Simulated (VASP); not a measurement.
# SiC in VASP: relaxation of cell and atoms with PBE+D3(BJ)

Aim: the relaxation of cell and atoms of SiC with PBE+D3(BJ).

Everything below comes from runs of VASP 6.6.1. Logs are shortened: lines on timing, memory, paths and dates and some standing lists are left out, and cuts for length are marked.

### Step 1. The structure

The cell holds a sheet with vacuum, 2 atoms: a = 3.090 Å, b = 3.090 Å, c = 16.000 Å, α = 90.00°, β = 90.00°, γ = 120.00°.

The cell was built by a generator and needn't be a form met in nature.

### Step 2. Relaxation of cell and atoms, PBE+D3(BJ)

The input, INCAR:

```
  ALGO = Normal
  EDIFF = 1E-6
  EDIFFG = -0.005
  ENCUT = 600
  GGA = PE
  IBRION = 2
  ISIF = 3
  ISMEAR = 0
  IVDW = 12
  KPAR = 4
  LASPH = T
  LATTICE_CONSTRAINTS = .TRUE. .TRUE. .FALSE.
  LCHARG = F
  LREAL = F
  LWAVE = F
  NELM = 120
  NSW = 60
  PREC = Accurate
  SIGMA = 0.03
```

The input, KPOINTS:

```
k-points
0
Gamma
  12 12 1
```

The input, POSCAR:

```
SiC
1.0
    3.0900000000      0.0000000000      0.0000000000
   -1.5450000000      2.6760185000      0.0000000000
    0.0000000000      0.0000000000     16.0000000000
Si C
1 1
Direct
    0.3333330000      0.6666670000      0.5000000000
    0.6666670000      0.3333330000      0.5000000000
```

Potentials or basis: VASP PAW PBE potentials, release 64 (Si, C).

The run is started by

```console
$ cat potpaw_PBE.64/Si/POTCAR potpaw_PBE.64/C/POTCAR > POTCAR
$ mpirun -np 4 vasp_std > vasp.out
```

OUTCAR:

```text
EDIFF = 1E-6
   EDIFFG = -0.005
   ENCUT = 600
   GGA = PE
   IBRION = 2
   ISIF = 3
   ISMEAR = 0
   IVDW = 12
   LASPH = T
   LREAL = F
   NELM = 120
   NSW = 60
   PREC = Accurate
 IVDW          = 12

 ion  position               nearest neighbor table
   1  0.333  0.667  0.500-   2 1.78   2 1.78   2 1.78
   2  0.667  0.333  0.500-   1 1.78   1 1.78   1 1.78

  LATTYP: Found a hexagonal cell.
 ALAT       =     3.0900000000
 C/A-ratio  =     5.1779935275

  Lattice vectors:

 A1 = (   3.0900000000,   0.0000000000,   0.0000000000)
 A2 = (  -1.5450000000,   2.6760185000,   0.0000000000)
 A3 = (   0.0000000000,   0.0000000000,  16.0000000000)

Analysis of symmetry for initial positions (statically):
=====================================================================
 Subroutine PRICEL returns:
 Original cell was already a primitive cell.

 Routine SETGRP: Setting up the symmetry group for a
 hexagonal supercell.

 Subroutine GETGRP returns: Found 12 space group operations
 (whereof 12 operations were pure point group operations)
 out of a pool of 24 trial point group operations.

The static configuration has the point symmetry D_3h.

Analysis of symmetry for dynamics (positions and initial velocities):
=====================================================================
 Subroutine PRICEL returns:
 Original cell was already a primitive cell.

 Routine SETGRP: Setting up the symmetry group for a
 hexagonal supercell.

 Subroutine GETGRP returns: Found 12 space group operations
 (whereof 12 operations were pure point group operations)
 out of a pool of 24 trial point group operations.

The dynamic configuration has the point symmetry D_3h.

 Subroutine INISYM returns: Found 12 space group operations
 (whereof 12 operations are pure point group operations),
 and found     1 'primitive' translations

----------------------------------------------------------------------------------------

                                     Primitive cell

  volume of cell :     132.3024

  direct lattice vectors                    reciprocal lattice vectors
     3.090000000  0.000000000  0.000000000     0.323624595  0.186844747  0.000000000
    -1.545000000  2.676018500  0.000000000     0.000000000  0.373689494  0.000000000
     0.000000000  0.000000000 16.000000000     0.000000000  0.000000000  0.062500000

  length of vectors
     3.090000000  3.090000002 16.000000000     0.373689495  0.373689494  0.062500000

[... 54 lines left out ...]
  0.333333  0.250000  0.000000     12.000000
  0.333333  0.333333  0.000000      2.000000
   k-points           NKPTS =     19   k-points in BZ     NKDIM =     19   number of bands    NBANDS=      8
   number of dos      NEDOS =    301   number of ions     NIONS =      2
   total plane-waves  NPLWV = 100352
   dimension x,y,z NGX =    28 NGY =   28 NGZ =  128
   dimension x,y,z NGXF=    56 NGYF=   56 NGZF=  256
   ions per type =               1   1
   NGX,Y,Z   is equivalent  to a cutoff of  15.06, 15.06, 13.30 a.u.
   NGXF,Y,Z  is equivalent  to a cutoff of  30.13, 30.13, 26.60 a.u.
 SYSTEM =  unknown system
   PREC   = accura    normal or accurate (medium, high low for compatibility)
   ISTART =      0    job   : 0-new  1-cont  2-samecut
   ICHARG =      2    charge: 1-file 2-atom 10-const
   ISPIN  =      1    spin polarized calculation?
   LNONCOLLINEAR =      F non collinear calculations
   LSORBIT =      F    spin-orbit coupling
   LASPH  =      T    aspherical Exc in radial PAW
   ENCUT  =  600.0 eV  44.10 Ry    6.64 a.u.   6.17  6.17 31.96*2*pi/ulx,y,z
   NELM   =    120;   NELMIN=  2; NELMDL= -5     # of ELM steps
   EDIFF  = 0.1E-05   stopping-criterion for ELM
   LREAL  =      F    real-space projection
   EDIFFG = -.5E-02   stopping-criterion for IOM
   NSW    =     60    number of steps for IOM
   IBRION =      2    ionic relax: 0-MD 1-quasi-New 2-CG
   NFREE  =      1    steps in history (QN), initial steepest desc. (CG)
   ISIF   =      3    stress and relaxation
   ISYM   =      2    0-nonsym 1-usesym 2-fastsym
   POTIM  = 0.5000    time-step for ionic-motion
   TEBEG  =    0.0;   TEEND  =   0.0 temperature during run
   PSTRESS=    0.0 pullay stress
   NELECT =       8.0000    total number of electrons
   NUPDOWN=      -1.0000    fix difference up-down
   EMIN   =  10.00;   EMAX   =-10.00  energy-range for DOS
   EFERMI =   0.00;   METHOD = LEGACY
   ISMEAR =     0;   SIGMA  =   0.03  broadening in eV -4-tet -1-fermi 0-gaus
   EFERMI_NEDOS =   21; number of points for ismear=-14 and -15
   IALGO  =     38    algorithm
   IMIX   =      4    mixing-type and parameters
     AMIX     =   0.40;   BMIX     =  1.00
     AMIX_MAG =   1.60;   BMIX_MAG =  1.00
  volume/ion in A,a.u.               =      66.15       446.41
  Fermi-wavevector in a.u.,A,eV,Ry     =   0.642563  1.214268  5.617669  0.412887
  Thomas-Fermi vector in A             =   1.709274
   LORBIT       =      0    0 simple, 1 ext, 2 COOP (PROOUT), +10 PAW based schemes
   GGA     = PE    functional components
   LHFCALC =     F    Hartree Fock is set to
   AEXX    =    0.0000 exact exchange contribution
   IVDW    =    12    specifies the selected vdW correction
   LEPSILON=     F    determine dielectric tensor
   LRPA    =     F    only Hartree local field effects (RPA)
 conjugate gradient relaxation of ions
 non-spin polarized calculation
 Gauss-broadening in eV      SIGMA  =   0.03
  energy-cutoff  :      600.00
  volume of cell :      132.30
 maximum number of plane-waves:      4436
 NGX is ok and might be reduce to    28
   NGX = 13   NGY = 13   NGZ = 63

--------------------------------------- Ionic step        1  -------------------------------------------

 number of electron       8.0000000 magnetization

 Free energy of the ion-electron system (eV)
  ---------------------------------------------------
  ext. energy  EPLUGINS =         0.00000000
  ---------------------------------------------------
  free energy    TOTEN  =       -14.05445731 eV

  energy without entropy =      -14.05445731  energy(sigma->0) =      -14.05445731

------------------------ aborting loop because EDIFF is reached ----------------------------------------

 Edisp (eV)   -0.24474

 E8    (eV) :    -0.0969
[... 71 lines left out ...]
--------------------------------------- Ionic step        3  -------------------------------------------

 number of electron       8.0000000 magnetization

 Free energy of the ion-electron system (eV)
  ---------------------------------------------------
  ext. energy  EPLUGINS =         0.00000000
  ---------------------------------------------------
  free energy    TOTEN  =       -14.05449704 eV

  energy without entropy =      -14.05449704  energy(sigma->0) =      -14.05449704

 E-fermi :  -2.8045     XC(G=0):  -2.7039

 val. band max:       -2.9605570024   @ k =   0.3333   0.3333   0.0000
 cond. band min:      -0.4121059395   @ k =   0.5000   0.0000   0.0000
 fundamental gap:      2.5484510629
 Fermi energy:        -2.8045232451

 k-point     1 :       0.0000    0.0000    0.0000
  band No.  band energies     occupation
      1     -16.6661      2.00000
      2      -6.7402      2.00000
      3      -4.2859      2.00000
      4      -4.2858      2.00000
      5       0.1123      0.00000
      6       1.8256      0.00000
      7       2.1830      0.00000
      8       3.3759      0.00000
[... 229 lines left out ...]
  FREE ENERGIE OF THE ION-ELECTRON SYSTEM (eV)
  ---------------------------------------------------
  free  energy   TOTEN  =       -14.2991965057 eV

  energy  without entropy=      -14.2991965057  energy(sigma->0) =      -14.29919651

 reached required accuracy - stopping structural energy minimisation
```

OSZICAR:

```text
N       E                     dE             d eps       ncg     rms          rms(c)
DAV:   1     0.473384048618E+02    0.47338E+02   -0.29854E+03   304   0.758E+02
DAV:   2    -0.113251307025E+02   -0.58664E+02   -0.53896E+02   464   0.114E+02
DAV:   3    -0.168705066070E+02   -0.55454E+01   -0.55454E+01   440   0.503E+01
[... 21 lines left out ...]
DAV:   3    -0.140545651904E+02    0.12201E-05   -0.89033E-07   416   0.625E-03    0.118E-03
DAV:   4    -0.140545652246E+02   -0.34129E-07   -0.22799E-08   400   0.112E-03
   2 F= -.14299193E+02 E0= -.14299193E+02  d E =0.327658E-05
       N       E                     dE             d eps       ncg     rms          rms(c)
DAV:   1    -0.140544971533E+02    0.68037E-04   -0.53196E-05   400   0.650E-02    0.667E-03
DAV:   2    -0.140544970387E+02    0.11466E-06   -0.74218E-07   392   0.712E-03
   3 F= -.14299197E+02 E0= -.14299197E+02  d E =-.614230E-06
```

CONTCAR:

```text
SiC
   1.00000000000000
     3.0902841736374445    0.0000000000000000    0.0000000000000000
    -1.5451420868187222    2.6762646015897493    0.0000000000000000
     0.0000000000000000    0.0000000000000000   16.0000000000000000
  Si              C
     1     1
Direct
     0.3333330000000032    0.6666669999999968    0.5000000000000000
     0.6666669999999968    0.3333330000000032    0.5000000000000000

  0.00000000E+00  0.00000000E+00  0.00000000E+00
  0.00000000E+00  0.00000000E+00  0.00000000E+00
```

Wall time 27 s (4 MPI ranks of Intel Xeon Platinum 8488C (Sapphire Rapids), shared host); peak memory 0.31 GiB.

What came out:

```
Free energy                            : -14.2992 eV
Relaxed volume                         : 66.16 Å³/atom
Relaxed cell                           : a = 3.090 Å, b = 3.090 Å, c = 16.000 Å, α = 90.00°, β = 90.00°, γ = 120.00°
Space group after relaxing (to 0.05 Å) : P-6m2 (No. 187)
Energy gained by relaxing              : 0.0 meV/atom
Ionic steps                            : 3
Band gap on the k mesh                 : 2.55 eV, indirect (least direct gap 2.57 eV)
Dispersion energy per atom             : -0.122 eV
```

Final structure:
```
Si C
1.0
     3.09028    0.00000    0.00000
    -1.54514    2.67626    0.00000
     0.00000    0.00000   16.00000
Si C
1 1
Direct
  0.33333 0.66667 0.50000
  0.66667 0.33333 0.50000
```

Levels at points of the mesh, in eV from the valence-band top:
| k point | band 2 | band 3 | band 4 | band 5 | band 6 | band 7 |
| --- | --- | --- | --- | --- | --- | --- |
| (0.00, 0.00, 0.00) | -3.78 | -1.33 | -1.33 | 3.07 | 4.79 | 5.14 |
| (0.50, 0.00, 0.00) | -7.89 | -2.85 | -0.70 | 2.55 | 3.87 | 8.03 |
